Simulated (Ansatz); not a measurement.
The elements of this relaxed trial crystal are hidden behind letters.

```
lattice vectors (Å)
  -2.6377    2.6377    5.2527
   2.6377   -2.6377    5.2527
   2.6377    2.6377   -5.2527
fractional positions
X 0.0000 0.0000 0.0000
Z 0.7500 0.2500 0.5000
Z 0.2500 0.7500 0.5000
Z 0.5000 0.5000 0.0000
Q 0.5000 0.0000 0.5000
Q 0.0000 0.5000 0.5000
Q 0.2619 0.2619 0.0000
Q 0.7381 0.7381 0.0000
```

The calculation used Ansatz, DFT PBE, scalar-relativistic, plane waves, PAW. Cutoff 420 eV, Γ-centred 10×10×10 mesh (8-atom cell), Gaussian smearing of 0.10 eV, no spin polarisation.

- Space group: I4/mmm (No. 139)
- Conventional cell: a = 5.275 Å, c = 10.505 Å
- Volume per atom: 18.27 Å³
- Density: 5.09 g/cm³
- Formation energy: +0.01 eV/atom
- Gap on the 10×10×10 mesh of the 8-atom cell: 0 eV (a metal)

Energies are uncorrected and count from the elements' standard states at the same level.

Task: X is a p-block element of period 5, Z is a p-block element of period 4 and Q is a p-block element of period 3. Which elements are they?

Result: X = In, Z = Ga, Q = P, so the formula is InGa3P4. Density times volume gives a mean mass of 5.09 × 18.27/1.6605 = 56.0 u per atom, and this set has 56.0 u. In has 6 P at 2.64–2.75 Å; Ga on a site of symmetry -4m2 has 6 P at 2.63–2.64 Å; P on a site of symmetry mmm is surrounded by 4 Ga at 2.63–2.64 Å and 2 In at 2.64 Å; 2 more sites not described. Other sets within the hints have nearly the same mass, so mass alone doesn't settle it; this one was computed.

A structure relaxed within its symmetry needn't be a true minimum. Another cell of InGa3P4 relaxed alike, in I-42m, lies 0.38 eV/atom lower, so this cell isn't the stable form at this level.
